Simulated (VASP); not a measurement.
# CdTe: single point with LDA

**The experiment to reproduce.**

A printed reference work, data compilation reports, for a bulk crystal of CdTe at 0 K: band gap 1.607 eV.

Crystal: CdTe.

```
CELL_PARAMETERS angstrom
0.00000 3.20500 3.20500
3.20500 0.00000 3.20500
3.20500 3.20500 0.00000
ATOMIC_POSITIONS crystal
Cd 0.00000 0.00000 0.00000
Te 0.75000 0.75000 0.75000
```

* Program: VASP 6.6.1
* Task: single point
* Functional: LDA
* Potentials or basis: VASP PAW LDA potentials, release 64 (Cd, Te)
* Cutoff: 520 eV
* k mesh: 8 × 8 × 8
* Occupations: gaussian, width 0.02 eV
* Spin: no spin polarisation

The pressure is 0.2 GPa. The band gap on the k mesh is 0.65 eV, direct.

Levels at points of the mesh, in eV from the valence-band top:
```
           k point  band 7  band 8  band 9  band 10  band 11  band 12
(0.00, 0.00, 0.00)    0.00    0.00    0.00     0.65     4.48     4.48
(0.50, 0.00, 0.00)   -4.69   -0.84   -0.84     1.69     5.08     5.08
(0.50, 0.50, 0.00)   -4.54   -2.01   -2.01     2.37     2.54     8.82
```

Run time: 15 s on 1 thread of Intel(R) Xeon(R) Platinum 8559C (Emerald Rapids), on a shared host, peak memory 0.18 GiB.

A measured gap of CdTe is 1.607 eV (0 K; a printed reference work, data compilation); the calculated 0.65 eV misses it by -0.95 eV. Spin-orbit coupling on Cd, Te is left out. The value is that of LDA, without temperature or zero-point motion. Semilocal functionals fall short of measured gaps as a rule.

Caveat: spin-orbit coupling is left out, which moves the levels of the heavy elements.
